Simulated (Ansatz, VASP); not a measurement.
**Two plane-wave programs on Se**

The input INCAR:

```
ALGO = Normal
EDIFF = 1E-7
ENCUT = 520
GGA = PS
ISIF = 2
ISMEAR = -1
LASPH = True
LCHARG = False
LREAL = False
LWAVE = False
NBANDS = 16
NELM = 100
PREC = Accurate
SIGMA = 0.05
```

File KPOINTS:

```
k-points
0
Gamma
  7 7 6
```

POSCAR

```
Se
1.0
    4.3071900636      0.0000000000      0.0000000000
   -2.1535950318      3.7301360140      0.0000000000
    0.0000000000      0.0000000000      4.8866512526
Se
3
Direct
    0.7746000000      0.7746000000      0.0000000000
    0.0000000000      0.2254000000      0.6666666667
    0.2254000000      0.0000000000      0.3333333333
```

File input.yaml:

```yaml
crystal:
  lattice:
    - [4.3071900636, 0.0, 0.0]
    - [-2.1535950318, 3.730136014, 0.0]
    - [0.0, 0.0, 4.8866512526]
  atoms:
    - { symbol: Se, position: [0.7746, 0.7746, 0.0] }
    - { symbol: Se, position: [0.0, 0.2254, 0.6666666667] }
    - { symbol: Se, position: [0.2254, 0.0, 0.3333333333] }
hamiltonian:
  xc: pbesol
  pseudopotentials: { kind: paw }
kpoints:
  mp_grid: { grid: [7, 7, 6] }
scf:
  occupations: { method: fermi_dirac, width: 0.05 }
output:
  forces: true
  stress: true
  eigenvalues: true
```

Change from the starting cell: volume scaled by 0.96.

Alike in both runs: task single point; functional PBEsol; k mesh 7 × 7 × 6; occupations fermi-dirac, width 0.05 eV; no spin polarisation.

|  | VASP | Ansatz |
| --- | --- | --- |
| version | VASP 6.6.1 | Ansatz 0.2.0 |
| potentials or method | VASP PAW PBE potentials, release 64 (Se) | Ansatz PAW |
| plane-wave cutoff (eV) | 520 | 420 |
| valence electrons in the cell | 18 | 48 |

|  | VASP | Ansatz | Ansatz less VASP |
| --- | --- | --- | --- |
| gap on the k mesh at the Fermi level (eV) | 1.10 | 1.10 | +0.002 |
| least direct gap on the mesh (eV) | 1.48 | 1.50 | +0.013 |
| pressure (GPa) | 3.0 | 2.7 | -0.24 |
| largest component of the traceless stress (GPa) | 2.06 | 1.97 | -0.092 |
| rms of the force components (eV/Å) | 0.456 | 0.424 | -0.0318 |

Atom by atom the forces differ by 0.032 eV/Å (rms over components). The two sets of potentials don't hold the same shells in valence.

Caveats: the PAW data sets were made with another functional, which shifts forces and pressure a little (VASP); an odd mesh through Γ misses points on the zone boundary, where band edges often lie (VASP); odd divisions of the mesh miss points on the zone boundary, where band edges often lie, so the gap on the mesh can be too wide (Ansatz); the PAW data sets come from PBE, with cores solved anew for the run's functional, which leaves a small shift of forces and pressure (Ansatz).
